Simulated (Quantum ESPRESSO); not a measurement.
A run of Quantum ESPRESSO 7.5:

File pw.in:

```
&CONTROL
  calculation = 'scf'
  prefix = 'pwscf'
  outdir = './tmp'
  pseudo_dir = './pseudo'
  tprnfor = .true.
  tstress = .true.
  disk_io = 'low'
/
&SYSTEM
  ibrav = 0
  celldm(1) = 8
  nat = 8
  ntyp = 1
  ecutwfc = 45
  ecutrho = 360
  nbnd = 72
  occupations = 'smearing'
  smearing = 'fd'
  degauss = 0.00367493
/
&ELECTRONS
  conv_thr = 1.6d-09
  electron_maxstep = 120
  mixing_beta = 0.5
/
ATOMIC_SPECIES
Ge    72.6300 ge_pbesol_v1.4.uspp.F.UPF
CELL_PARAMETERS alat
  0.9455990826232   0.0000000000000   0.0000000000000
 -0.4727995413116   0.8189128273504   0.0000000000000
  0.0000000000000   0.0000000000000   3.1078215834231
ATOMIC_POSITIONS crystal
Ge     0.3333333333    0.6666666667    0.1559415700
Ge     0.6666666667    0.3333333333    0.8440584300
Ge     0.6666666667    0.3333333333    0.6559415700
Ge     0.3333333333    0.6666666667    0.3440584300
Ge     0.0000000000    0.0000000000    0.0931488400
Ge     0.0000000000    0.0000000000    0.9068511600
Ge     0.0000000000    0.0000000000    0.5931488400
Ge     0.0000000000    0.0000000000    0.4068511600
K_POINTS automatic
8 8 2 0 0 0
```

bands.in

```
&CONTROL
  calculation = 'bands'
  prefix = 'pwscf'
  outdir = './tmp'
  pseudo_dir = './pseudo'
  disk_io = 'low'
  verbosity = 'high'
/
&SYSTEM
  ibrav = 0
  celldm(1) = 8
  nat = 8
  ntyp = 1
  ecutwfc = 45
  ecutrho = 360
  nbnd = 72
  occupations = 'smearing'
  smearing = 'fd'
  degauss = 0.00367493
/
&ELECTRONS
  conv_thr = 1d-08
  electron_maxstep = 120
  mixing_beta = 0.5
  diago_full_acc = .true.
  startingwfc = 'random'
/
ATOMIC_SPECIES
Ge    72.6300 ge_pbesol_v1.4.uspp.F.UPF
CELL_PARAMETERS alat
  0.9455990826232   0.0000000000000   0.0000000000000
 -0.4727995413116   0.8189128273504   0.0000000000000
  0.0000000000000   0.0000000000000   3.1078215834231
ATOMIC_POSITIONS crystal
Ge     0.3333333333    0.6666666667    0.1559415700
Ge     0.6666666667    0.3333333333    0.8440584300
Ge     0.6666666667    0.3333333333    0.6559415700
Ge     0.3333333333    0.6666666667    0.3440584300
Ge     0.0000000000    0.0000000000    0.0931488400
Ge     0.0000000000    0.0000000000    0.9068511600
Ge     0.0000000000    0.0000000000    0.5931488400
Ge     0.0000000000    0.0000000000    0.4068511600
K_POINTS crystal
60
 0.0000000000  0.0000000000  0.0000000000 1
 0.0555555556  0.0000000000  0.0000000000 1
 0.1111111111  0.0000000000  0.0000000000 1
 0.1666666667  0.0000000000  0.0000000000 1
 0.2222222222  0.0000000000  0.0000000000 1
 0.2777777778  0.0000000000  0.0000000000 1
 0.3333333333  0.0000000000  0.0000000000 1
 0.3888888889  0.0000000000  0.0000000000 1
 0.4444444444  0.0000000000  0.0000000000 1
 0.5000000000  0.0000000000  0.0000000000 1
 0.4666666667  0.0666666667  0.0000000000 1
 0.4333333333  0.1333333333  0.0000000000 1
 0.4000000000  0.2000000000  0.0000000000 1
 0.3666666667  0.2666666667  0.0000000000 1
 0.3333333333  0.3333333333  0.0000000000 1
 0.3000000000  0.3000000000  0.0000000000 1
 0.2666666667  0.2666666667  0.0000000000 1
 0.2333333333  0.2333333333  0.0000000000 1
 0.2000000000  0.2000000000  0.0000000000 1
 0.1666666667  0.1666666667  0.0000000000 1
 0.1333333333  0.1333333333  0.0000000000 1
 0.1000000000  0.1000000000  0.0000000000 1
 0.0666666667  0.0666666667  0.0000000000 1
 0.0333333333  0.0333333333  0.0000000000 1
 0.0000000000  0.0000000000  0.0000000000 1
 0.0000000000  0.0000000000  0.2500000000 1
 0.0000000000  0.0000000000  0.5000000000 1
 0.0555555556  0.0000000000  0.5000000000 1
 0.1111111111  0.0000000000  0.5000000000 1
 0.1666666667  0.0000000000  0.5000000000 1
 0.2222222222  0.0000000000  0.5000000000 1
 0.2777777778  0.0000000000  0.5000000000 1
 0.3333333333  0.0000000000  0.5000000000 1
 0.3888888889  0.0000000000  0.5000000000 1
 0.4444444444  0.0000000000  0.5000000000 1
 0.5000000000  0.0000000000  0.5000000000 1
 0.4666666667  0.0666666667  0.5000000000 1
 0.4333333333  0.1333333333  0.5000000000 1
 0.4000000000  0.2000000000  0.5000000000 1
 0.3666666667  0.2666666667  0.5000000000 1
 0.3333333333  0.3333333333  0.5000000000 1
 0.3076923077  0.3076923077  0.5000000000 1
 0.2820512821  0.2820512821  0.5000000000 1
 0.2564102564  0.2564102564  0.5000000000 1
 0.2307692308  0.2307692308  0.5000000000 1
 0.2051282051  0.2051282051  0.5000000000 1
 0.1794871795  0.1794871795  0.5000000000 1
 0.1538461538  0.1538461538  0.5000000000 1
 0.1282051282  0.1282051282  0.5000000000 1
 0.1025641026  0.1025641026  0.5000000000 1
 0.0769230769  0.0769230769  0.5000000000 1
 0.0512820513  0.0512820513  0.5000000000 1
 0.0256410256  0.0256410256  0.5000000000 1
 0.0000000000  0.0000000000  0.5000000000 1
 0.5000000000  0.0000000000  0.5000000000 1
 0.5000000000  0.0000000000  0.2500000000 1
 0.5000000000  0.0000000000  0.0000000000 1
 0.3333333333  0.3333333333  0.0000000000 1
 0.3333333333  0.3333333333  0.2500000000 1
 0.3333333333  0.3333333333  0.5000000000 1
```

Potentials or basis: GBRV 1.5 PBEsol.

Launch:

```bash
$ OMP_NUM_THREADS=1 mpirun -n 2 pw.x -nk 2 -in pw.in > pw.out
$ OMP_NUM_THREADS=1 mpirun -n 2 pw.x -nk 2 -in bands.in > bands.out
```

Hardware: 2 MPI ranks on Arm Neoverse V1, on a shared host.

Problem. Estimate the wall time of this run.

Solution. It took 7.3 min on 2 MPI ranks on Arm Neoverse V1 (shared host), peak memory 0.8 GiB a rank. Counts: scf iterations 8, k pools 2, bands 72, k points 20, g dense 142183.
